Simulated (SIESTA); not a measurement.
Set up this calculation in SIESTA 5.4.2, as the native input.

```yaml
Task: relaxation of cell and atoms
Functional: PBE
Potentials_or_basis: PseudoDojo 0.4 standard (PBE files)
Basis: DZP (energy shift 0.003 Ry; two zetas on semicore shells)
Grid_cutoff: 750 Ry
Energy_shift: 0.003 Ry
k_mesh: 6 × 6 × 6
Occupations: fermi-dirac, width 0.05 eV
Spin: no spin polarisation
optimiser: Broyden
force_tolerance: 0.01 eV/Å
stress_tolerance_GPa: 0.05
```

InAs:

```
CELL_PARAMETERS angstrom
0.00000 3.01800 3.01800
3.01800 0.00000 3.01800
3.01800 3.01800 0.00000
ATOMIC_POSITIONS crystal
In 0.00000 0.00000 0.00000
As 0.75000 0.75000 0.75000
```

One way to write it, as run:

InAs.fdf

```
SystemName                      InAs
SystemLabel                     InAs
NumberOfSpecies                 2
NumberOfAtoms                   2
%block ChemicalSpeciesLabel
  1  49 In
  2  33 As
%endblock ChemicalSpeciesLabel

LatticeConstant                 1.0 Ang
%block LatticeVectors
     0.0000000000     3.0180000000     3.0180000000
     3.0180000000     0.0000000000     3.0180000000
     3.0180000000     3.0180000000     0.0000000000
%endblock LatticeVectors
AtomicCoordinatesFormat         Fractional
%block AtomicCoordinatesAndAtomicSpecies
     0.0000000000     0.0000000000     0.0000000000  1  In
     0.7500000000     0.7500000000     0.7500000000  2  As
%endblock AtomicCoordinatesAndAtomicSpecies

%block kgrid.MonkhorstPack
    6   0   0  0.0
    0   6   0  0.0
    0   0   6  0.0
%endblock kgrid.MonkhorstPack
XC.Functional                   GGA
XC.Authors                      PBE
PAO.BasisSize                   DZP
PAO.EnergyShift                 0.003 Ry
Mesh.Cutoff                     750 Ry
OccupationFunction              FD
ElectronicTemperature           0.05 eV
MaxSCFIterations                120
SCF.MustConverge                false
SCF.Mixer.Method                Pulay
SCF.Mixer.Weight                0.25
SCF.Mixer.History               8
SCF.DM.Tolerance                5.0e-05
SCF.H.Tolerance                 1.0e-03 eV
WriteForces                     true
Charge.Mulliken                 end
MD.TypeOfRun                    Broyden
MD.Steps                        40
MD.MaxForceTol                  0.01 eV/Ang
MD.MaxDispl                     0.1 Ang
WriteCoorStep                   true
AtomCoorFormatOut               Fractional
MD.VariableCell                 true
MD.MaxStressTol                 0.05 GPa
%block PAO.Basis
  In 4
  n=5 0 2
    6.996 0.000
  n=5 1 2
    9.500 0.000
  n=4 2 2
    4.106 0.000
  n=5 2 1
    9.500
  As 4
  n=4 0 2
    5.512 0.000
  n=4 1 2
    7.356 0.000
  n=3 2 2
    2.890 0.000
  n=4 2 1
    7.356
%endblock PAO.Basis
```

Potentials or basis: PseudoDojo 0.4 standard (PBE files), DZP (energy shift 0.003 Ry; two zetas on semicore shells).

The run is started by

```bash
$ siesta < InAs.fdf > InAs.out 2>&1
```

It gave:

```
Relaxed volume                         : 29.65 Å³/atom
Relaxed cell                           : a = 4.377 Å, b = 4.377 Å, c = 4.377 Å, α = 59.99°, β = 59.99°, γ = 59.99°
Space group after relaxing (to 0.05 Å) : F-43m (No. 216)
Energy gained by relaxing              : 27.8 meV/atom
Ionic steps                            : 4
Pressure after relaxing                : 0.0 GPa
Band gap on the k mesh                 : none (metal or under the smearing width)
```

Caveat: the basis of atomic orbitals isn't converged, which shifts pressures, moduli and gaps.

It took 2.4 min on 1 thread of Arm Neoverse V2 (shared host), peak memory 0.41 GiB.
